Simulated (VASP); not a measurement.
# Ti (P6_3/mmc) in VASP: a series of runs

One crystal, Ti, is run at these levels: LDA; tasks: relaxation of cell and atoms, vibrations by finite differences.

Everything below comes from runs of VASP 6.6.1. Logs are shortened: lines on timing, memory, paths and dates and some standing lists are left out, and cuts for length are marked.

### 1 The structure

It takes space group P6_3/mmc (No. 194, hexagonal). The conventional cell has a = 2.950 Å, b = 2.950 Å, c = 4.680 Å, α = 90.00°, β = 90.00°, γ = 120.00°. Ti (site symmetry -6m2) is surrounded by 12 Ti at 2.89 to 2.95 Å.

### 2 Relaxation of cell and atoms, LDA

The input, INCAR:

```
  ALGO = Normal
  EDIFF = 1E-7
  EDIFFG = -0.002
  ENCUT = 350
  GGA = CA
  IBRION = 2
  ISIF = 3
  ISMEAR = 0
  LASPH = T
  LCHARG = F
  LREAL = F
  LWAVE = F
  NELM = 60
  NSW = 80
  PREC = Accurate
  SIGMA = 0.1
```

The input, KPOINTS:

```
k-points
0
Gamma
  9 9 6
```

The input, POSCAR:

```
Ti
1.0
    2.9500000000      0.0000000000      0.0000000000
   -1.4750000000      2.5547749400      0.0000000000
    0.0000000000      0.0000000000      4.6800000000
Ti
2
Direct
    0.3333333300      0.6666666700      0.2500000000
    0.6666666700      0.3333333300      0.7500000000
```

Potentials or basis: VASP PAW LDA potentials, release 64 (Ti_sv).

Run with:

```
$ cat potpaw_LDA.64/Ti_sv/POTCAR > POTCAR
$ mpirun -np 1 vasp_std > vasp.out
```

OUTCAR:

```text
EDIFF = 1E-7
   EDIFFG = -0.002
   ENCUT = 350
   GGA = CA
   IBRION = 2
   ISIF = 3
   ISMEAR = 0
   LASPH = T
   LREAL = F
   NELM = 60
   NSW = 80
   PREC = Accurate

 ion  position               nearest neighbor table
   1  0.333  0.667  0.250-   2 2.89   2 2.89   2 2.89   2 2.89   2 2.89   2 2.89
   2  0.667  0.333  0.750-   1 2.89   1 2.89   1 2.89   1 2.89   1 2.89   1 2.89

  LATTYP: Found a hexagonal cell.
 ALAT       =     2.9500000000
 C/A-ratio  =     1.5864406780

  Lattice vectors:

 A1 = (   2.9500000000,   0.0000000000,   0.0000000000)
 A2 = (  -1.4750000000,   2.5547749400,   0.0000000000)
 A3 = (   0.0000000000,   0.0000000000,   4.6800000000)

Analysis of symmetry for initial positions (statically):
=====================================================================
 Subroutine PRICEL returns:
 Original cell was already a primitive cell.

 Routine SETGRP: Setting up the symmetry group for a
 hexagonal supercell.

 Subroutine GETGRP returns: Found 24 space group operations
 (whereof 12 operations were pure point group operations)
 out of a pool of 24 trial point group operations.

The static configuration has the point symmetry D_3d.
 The point group associated with its full space group is D_6h.

Analysis of symmetry for dynamics (positions and initial velocities):
=====================================================================
 Subroutine PRICEL returns:
 Original cell was already a primitive cell.

 Routine SETGRP: Setting up the symmetry group for a
 hexagonal supercell.

 Subroutine GETGRP returns: Found 24 space group operations
 (whereof 12 operations were pure point group operations)
 out of a pool of 24 trial point group operations.

The dynamic configuration has the point symmetry D_3d.
 The point group associated with its full space group is D_6h.

 Subroutine INISYM returns: Found 24 space group operations
 (whereof 12 operations are pure point group operations),
 and found     1 'primitive' translations

----------------------------------------------------------------------------------------

                                     Primitive cell

  volume of cell :      35.2712

  direct lattice vectors                    reciprocal lattice vectors
     2.950000000  0.000000000  0.000000000     0.338983051  0.195711956  0.000000000
    -1.475000000  2.554774940  0.000000000     0.000000000  0.391423911  0.000000000
     0.000000000  0.000000000  4.680000000     0.000000000  0.000000000  0.213675214

  length of vectors
     2.950000000  2.949999999  4.680000000     0.391423911  0.391423911  0.213675214

  position of ions in fractional coordinates (direct lattice)
     0.333333330  0.666666670  0.250000000
     0.666666670  0.333333330  0.750000000

  ion indices of the primitive-cell ions
   primitive index   ion index
                 1           1
                 2           2

----------------------------------------------------------------------------------------

 KPOINTS: k-points

Automatic generation of k-mesh.
 Grid dimensions read from file:
 generate k-points for:    9    9    6

 Generating k-lattice:

  Cartesian coordinates                     Fractional coordinates (reciprocal lattice)
     0.037664783  0.021745773  0.000000000     0.111111111  0.000000000  0.000000000
     0.000000000  0.043491546  0.000000000     0.000000000  0.111111111  0.000000000
     0.000000000  0.000000000  0.035612536     0.000000000  0.000000000  0.166666667

  Length of vectors
     0.043491546  0.043491546  0.035612536

  Shift w.r.t. Gamma in fractional coordinates (k-lattice)
     0.000000000  0.000000000  0.000000000

 Subroutine IBZKPT returns following result:
 ===========================================

 Found     48 irreducible k-points:

 Following reciprocal coordinates:
            Coordinates               Weight
  0.000000  0.000000  0.000000      1.000000
  0.111111 -0.000000  0.000000      6.000000
  0.222222 -0.000000  0.000000      6.000000
  0.333333 -0.000000  0.000000      6.000000
  0.444444 -0.000000  0.000000      6.000000
  0.111111  0.111111  0.000000      6.000000
[... 16 lines left out ...]
  0.333333  0.222222  0.166667     24.000000
  0.333333  0.333333  0.166667      4.000000
 [... further k-points ...]
   k-points           NKPTS =     48   k-points in BZ     NKDIM =     48   number of bands    NBANDS=     16
   number of dos      NEDOS =    301   number of ions     NIONS =      2
   total plane-waves  NPLWV =   9720
   dimension x,y,z NGX =    18 NGY =   18 NGZ =   30
   dimension x,y,z NGXF=    36 NGYF=   36 NGZF=   60
   ions per type =               2
   NGX,Y,Z   is equivalent  to a cutoff of  10.14, 10.14, 10.66 a.u.
   NGXF,Y,Z  is equivalent  to a cutoff of  20.29, 20.29, 21.31 a.u.
 SYSTEM =  unknown system
   PREC   = accura    normal or accurate (medium, high low for compatibility)
   ISTART =      0    job   : 0-new  1-cont  2-samecut
   ICHARG =      2    charge: 1-file 2-atom 10-const
   ISPIN  =      1    spin polarized calculation?
   LNONCOLLINEAR =      F non collinear calculations
   LSORBIT =      F    spin-orbit coupling
   LASPH  =      T    aspherical Exc in radial PAW
   ENCUT  =  350.0 eV  25.72 Ry    5.07 a.u.   4.50  4.50  7.14*2*pi/ulx,y,z
   NELM   =     60;   NELMIN=  2; NELMDL= -5     # of ELM steps
   EDIFF  = 0.1E-06   stopping-criterion for ELM
   LREAL  =      F    real-space projection
   EDIFFG = -.2E-02   stopping-criterion for IOM
   NSW    =     80    number of steps for IOM
   IBRION =      2    ionic relax: 0-MD 1-quasi-New 2-CG
   NFREE  =      1    steps in history (QN), initial steepest desc. (CG)
   ISIF   =      3    stress and relaxation
   ISYM   =      2    0-nonsym 1-usesym 2-fastsym
   POTIM  = 0.5000    time-step for ionic-motion
   TEBEG  =    0.0;   TEEND  =   0.0 temperature during run
   PSTRESS=    0.0 pullay stress
   NELECT =      24.0000    total number of electrons
   NUPDOWN=      -1.0000    fix difference up-down
   EMIN   =  10.00;   EMAX   =-10.00  energy-range for DOS
   EFERMI =   0.00;   METHOD = LEGACY
   ISMEAR =     0;   SIGMA  =   0.10  broadening in eV -4-tet -1-fermi 0-gaus
   EFERMI_NEDOS =   21; number of points for ismear=-14 and -15
   IALGO  =     38    algorithm
   IMIX   =      4    mixing-type and parameters
     AMIX     =   0.40;   BMIX     =  1.00
     AMIX_MAG =   1.60;   BMIX_MAG =  1.00
  volume/ion in A,a.u.               =      17.64       119.01
  Fermi-wavevector in a.u.,A,eV,Ry     =   1.439920  2.721055 28.209912  2.073370
  Thomas-Fermi vector in A             =   2.558722
   LORBIT       =      0    0 simple, 1 ext, 2 COOP (PROOUT), +10 PAW based schemes
   GGA     = CA    functional components
   LHFCALC =     F    Hartree Fock is set to
   AEXX    =    0.0000 exact exchange contribution
   IVDW    =     0    specifies the selected vdW correction
   LEPSILON=     F    determine dielectric tensor
   LRPA    =     F    only Hartree local field effects (RPA)
 conjugate gradient relaxation of ions
 non-spin polarized calculation
 Gauss-broadening in eV      SIGMA  =   0.10
  energy-cutoff  :      350.00
  volume of cell :       35.27
 maximum number of plane-waves:       542
 NGX is ok and might be reduce to    18
   NGX =  9   NGY =  9   NGZ = 15

--------------------------------------- Ionic step        1  -------------------------------------------

 number of electron      23.9999982 magnetization

 Free energy of the ion-electron system (eV)
  ---------------------------------------------------
  ext. energy  EPLUGINS =         0.00000000
  ---------------------------------------------------
  free energy    TOTEN  =       -16.98125984 eV

  energy without entropy =      -16.97194182  energy(sigma->0) =      -16.97660083

------------------------ aborting loop because EDIFF is reached ----------------------------------------

  FORCE on cell =-STRESS in cart. coord.  units (eV):
  Direction    XX          YY          ZZ          XY          YZ          ZX
  --------------------------------------------------------------------------------------
  -------------------------------------------------------------------------------------
  Total       -2.2803019     -2.2803019     -2.4506404      0.0000000     -0.0000000      0.0000000
  in kB     -103.5815534   -103.5815533   -111.3190922      0.0000000     -0.0000000      0.0000000
  external PRESSURE =    -106.1607330 kB  Pullay stress =       0.0000000 kB
[... 89 lines left out ...]
  FREE ENERGIE OF THE ION-ELECTRON SYSTEM (eV)
  ---------------------------------------------------
  free  energy   TOTEN  =       -17.1015506775 eV

  energy  without entropy=      -17.0934433124  energy(sigma->0) =      -17.09749699

[... ionic steps 4 to 7 ...]

--------------------------------------- Ionic step        8  -------------------------------------------

 number of electron      24.0000007 magnetization

------------------------ aborting loop because EDIFF is reached ----------------------------------------

  FORCE on cell =-STRESS in cart. coord.  units (eV):
  Direction    XX          YY          ZZ          XY          YZ          ZX
  --------------------------------------------------------------------------------------
  -------------------------------------------------------------------------------------
  Total        0.0058816      0.0058816      0.0009098     -0.0000000      0.0000000      0.0000000
  in kB        0.2952600      0.2952600      0.0456725     -0.0000000      0.0000000      0.0000000
  external PRESSURE =       0.2120642 kB  Pullay stress =       0.0000000 kB
[... 57 lines left out ...]
  energy  without entropy=      -17.0941939466  energy(sigma->0) =      -17.09798676

--------------------------------------- Ionic step       10  -------------------------------------------

 number of electron      24.0000007 magnetization

 Free energy of the ion-electron system (eV)
  ---------------------------------------------------
  ext. energy  EPLUGINS =         0.00000000
  ---------------------------------------------------
  free energy    TOTEN  =       -17.10178036 eV

  energy without entropy =      -17.09421016  energy(sigma->0) =      -17.09799526

 E-fermi :   9.0087     XC(G=0): -12.1962

 val. band max:        8.9855385561   @ k =   0.2222   0.2222   0.5000
 cond. band min:       9.0650834897   @ k =   0.1111  -0.0000   0.1667
 fundamental gap:      0.0795449335
 Fermi energy:         9.0086661633

 k-point     1 :       0.0000    0.0000    0.0000
  band No.  band energies     occupation
      1     -46.9967      2.00000
      2     -46.7884      2.00000
      3     -24.1106      2.00000
      4     -23.2467      2.00000
      5     -23.2467      2.00000
      6     -23.1419      2.00000
[... 8 lines left out ...]
     15      10.3833      0.00000
     16      10.3833      0.00000
[... 420 lines left out ...]
  band No.  band energies     occupation
      1     -46.7736      2.00000
      2     -46.7736      2.00000
      3     -23.7442      2.00000
      4     -23.7198      2.00000
      5     -23.7198      2.00000
      6     -23.4665      2.00000
[... 8 lines left out ...]
     15      10.6439      0.00000
     16      12.2299      0.00000

 [... further k-points ...]

------------------------ aborting loop because EDIFF is reached ----------------------------------------

  FORCE on cell =-STRESS in cart. coord.  units (eV):
  Direction    XX          YY          ZZ          XY          YZ          ZX
  --------------------------------------------------------------------------------------
  -------------------------------------------------------------------------------------
  Total        0.0014117      0.0014117      0.0004817      0.0000000      0.0000000      0.0000000
  in kB        0.0708590      0.0708590      0.0241761      0.0000000      0.0000000      0.0000000
  external PRESSURE =       0.0552980 kB  Pullay stress =       0.0000000 kB
[... 17 lines left out ...]
  FREE ENERGIE OF THE ION-ELECTRON SYSTEM (eV)
  ---------------------------------------------------
  free  energy   TOTEN  =       -17.1017803639 eV

  energy  without entropy=      -17.0942101599  energy(sigma->0) =      -17.09799526

 reached required accuracy - stopping structural energy minimisation
```

Run time: 88 s. Hardware: 1 thread of Intel Xeon Platinum 8259CL at 2.50GHz (Skylake/Cascade Lake), shared host; peak memory 0.12 GiB.

Results:

- Free energy: -17.1018 eV
- Relaxed volume: 15.96 Å³/atom
- Relaxed cell: a = 2.861 Å, b = 2.861 Å, c = 4.504 Å, α = 90.00°, β = 90.00°, γ = 120.00°
- Space group after relaxing (to 0.05 Å): P6_3/mmc (No. 194)
- Energy gained by relaxing: 60.3 meV/atom
- Ionic steps: 10
- Pressure after relaxing: 0.0 GPa
- Band gap on the k mesh: none (metal or under the smearing width)

Step by step:
| step | energy change (eV) | largest force (eV/Å) | pressure (GPa) | volume (Å³) |
| --- | --- | --- | --- | --- |
| 1 | 0.0000 | 0.0000 | -10.62 | 35.27 |
| 2 | -0.0472 | 0.0000 | 10.88 | 29.64 |
| 3 | -0.1203 | 0.0000 | -0.10 | 31.94 |
| 4 | -0.1203 | 0.0000 | 0.15 | 31.88 |
| 5 | -0.1205 | 0.0000 | -0.11 | 31.94 |
| 6 | -0.1205 | 0.0000 | -0.16 | 31.96 |
| 7 | -0.1205 | 0.0000 | 0.05 | 31.91 |
| 8 | -0.1205 | 0.0000 | 0.02 | 31.92 |
| 9 | -0.1205 | 0.0000 | 0.01 | 31.92 |
| 10 | -0.1205 | 0.0000 | 0.01 | 31.92 |

Final structure:
```xyz
2
Lattice="2.8608 0.0000 0.0000 -1.4304 2.4775 0.0000 0.0000 0.0000 4.5037" Properties=species:S:1:pos:R:3 pbc="T T T"
Ti    0.0000    1.6517    1.1259
Ti    1.4304    0.8258    3.3778
```

LDA usually gives volumes a few per cent too small. Zero-point motion and thermal expansion aren't in these numbers.

### 3 Relaxation of cell and atoms, LDA

This run uses another cell than the first one, of 15.96 Å³/atom, 0.905 times its volume.

INCAR is that of step 2.

KPOINTS is that of step 2.

The input, POSCAR:

```
Ti                                      
1.0
    2.8607874763      0.0000000000      0.0000000000
   -1.4303937381      2.4775146282     -0.0000000000
   -0.0000000000      0.0000000000      4.5037155453
  Ti            
     2
Direct
     0.3333333300000021    0.6666666699999979    0.2500000000000000
     0.6666666699999979    0.3333333300000021    0.7500000000000000
```

Potentials or basis: VASP PAW LDA potentials, release 64 (Ti_sv).

Run with:

```
$ cat potpaw_LDA.64/Ti_sv/POTCAR > POTCAR
$ mpirun -np 1 vasp_std > vasp.out
```

Wall time 34 s (1 thread of Intel Xeon Platinum 8259CL at 2.50GHz (Skylake/Cascade Lake), shared host); peak memory 0.12 GiB.

Results (log left out):

* Free energy: -17.0733 eV
* Relaxed volume: 15.98 Å³/atom
* Relaxed cell: a = 2.862 Å, b = 2.862 Å, c = 4.506 Å, α = 90.00°, β = 90.00°, γ = 120.00°
* Space group after relaxing (to 0.05 Å): P6_3/mmc (No. 194)
* Energy gained by relaxing: 0.0 meV/atom
* Ionic steps: 3
* Pressure after relaxing: 0.0 GPa
* Band gap on the k mesh: none (metal or under the smearing width)

Final structure:
```
CELL_PARAMETERS angstrom
2.86217 0.00000 0.00000
-1.43109 2.47872 0.00000
0.00000 0.00000 4.50569
ATOMIC_POSITIONS crystal
Ti 0.33333 0.66667 0.25000
Ti 0.66667 0.33333 0.75000
```

Levels at points of the mesh, in eV from the Fermi level:
```csv
k point,band 8,band 9,band 10,band 11,band 12,band 13,band 14,band 15,band 16
"(0.00, 0.00, 0.00)",-32.12,-6.21,-2.85,0.80,0.80,0.99,1.21,1.37,1.37
"(0.00, 0.00, 0.50)",-32.19,-4.25,-4.25,0.13,0.13,0.68,0.68,0.68,0.68
```

### 4 Vibrations by finite differences, LDA

This run uses another cell than the first one, of 15.98 Å³/atom, 0.906 times its volume.

The input, INCAR:

```
  PREC = Accurate
  ENCUT = 350
  EDIFF = 1E-8
  ISMEAR = 0
  SIGMA = 0.1
  LREAL = F
  LASPH = T
  NELM = 60
  ALGO = Normal
  ISIF = 3
  LWAVE = F
  LCHARG = F
  GGA = CA
  IBRION = 6
  NFREE = 2
  POTIM = 0.015
  NSW = 1
```

The input, KPOINTS:

```
regular mesh
0
Gamma
  9 9 6
```

The input, POSCAR:

```
Ti                                      
1.0
    2.8621735734      0.0000000000      0.0000000000
   -1.4310867866      2.4787150235      0.0000000000
    0.0000000000     -0.0000000000      4.5056876647
  Ti            
     2
Direct
     0.3333333300000021    0.6666666699999979    0.2500000000000000
     0.6666666699999979    0.3333333300000021    0.7500000000000000
```

Run with:

```
$ cat potpaw_LDA.64/Ti_sv/POTCAR > POTCAR
$ mpirun -np 1 vasp_std > vasp.out
```

It took 6.9 min on 1 thread of Intel Xeon Platinum 8259CL at 2.50GHz (Skylake/Cascade Lake), shared host; peak memory 0.2 GiB.

The run converged. Its results:

```yaml
Voigt_bulk_modulus: 125 GPa
Highest_phonon_frequency_at_Γ: 251 cm⁻¹
```

Phonon frequencies in cm⁻¹ (negative: imaginary):
```
              q point        frequencies
(0.000, 0.000, 0.000)  0 0 0 120 120 251
```

Elastic tensor in Voigt notation (GPa, in the Cartesian axes of the cell as first typed):
```
208  77  87   0   0   0
 77 208  87   0   0   0
 87  87 209   0   0   0
  0   0   0  43   0   0
  0   0   0   0  43   0
  0   0   0   0   0  66
```

Clamped-ion elastic tensor (GPa):
```
220  64  87   0   0   0
 64 220  87   0   0   0
 87  87 209   0   0   0
  0   0   0  43   0   0
  0   0   0   0  43   0
  0   0   0   0   0  78
```

Caveat: elastic constants of metals need much finer meshes, so these are rough.
